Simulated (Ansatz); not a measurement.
# Na: the cost of one run

Computed with Ansatz 0.2.0 (DFT PBE, scalar-relativistic, plane waves, PAW, unless a step's input says otherwise).

### 1 The starting structure

Symmetry: Pnma, No. 62, orthorhombic system. Conventional cell: a = 8.097 Å, b = 4.529 Å, c = 8.682 Å, α = 90.00°, β = 90.00°, γ = 90.00°. Na (site symmetry m) is surrounded by 8 Na at 3.47 to 3.75 Å.

Structure file:

```
Na
1.0
     8.09723    0.00000    0.00000
     0.00000    4.52875    0.00000
     0.00000    0.00000    8.68231
Na
8
Direct
  0.15607 0.25000 0.57976
  0.65607 0.25000 0.92024
  0.84393 0.75000 0.42024
  0.34393 0.75000 0.07976
  0.02100 0.25000 0.16615
  0.52100 0.25000 0.33385
  0.97900 0.75000 0.83385
  0.47900 0.75000 0.66615
```

This is candidate A: structure listed in a database for this formula (Pnma, No. 62).

(A quick probe on a coarse mesh, which set the mesh and smearing, is not shown.)

### 3 Full relaxation (candidate A)

Input file input.yaml:

```yaml
crystal:
  lattice:
    - [8.09723, 0.0, 0.0]
    - [0.0, 4.528748, 0.0]
    - [0.0, 0.0, 8.682314]
  atoms:
    - { symbol: Na, position: [0.156071, 0.25, 0.579756] }
    - { symbol: Na, position: [0.656071, 0.25, 0.920244] }
    - { symbol: Na, position: [0.843929, 0.75, 0.420244] }
    - { symbol: Na, position: [0.343929, 0.75, 0.079756] }
    - { symbol: Na, position: [0.021003, 0.25, 0.166146] }
    - { symbol: Na, position: [0.521003, 0.25, 0.333854] }
    - { symbol: Na, position: [0.978997, 0.75, 0.833854] }
    - { symbol: Na, position: [0.478997, 0.75, 0.666146] }
basis:
  ecutwfc: 420
kpoints:
  mp_grid: { grid: [6, 8, 6] }
hamiltonian:
  xc: pbe
scf:
  occupations: { method: gaussian, width: 0.1 }
output:
  forces: true
  stress: true
  eigenvalues: true
relax:
  adjacent_minimum: "off"
  f_tol: 0.01
  max_steps: 80
  cell: { stress_tol: 0.05 }
```

**Question.** How long does this run take on 1 thread of an x86-64 CPU, shared host, and how much memory does it need?

About 6.3 min, with a peak of 0.98 GiB.
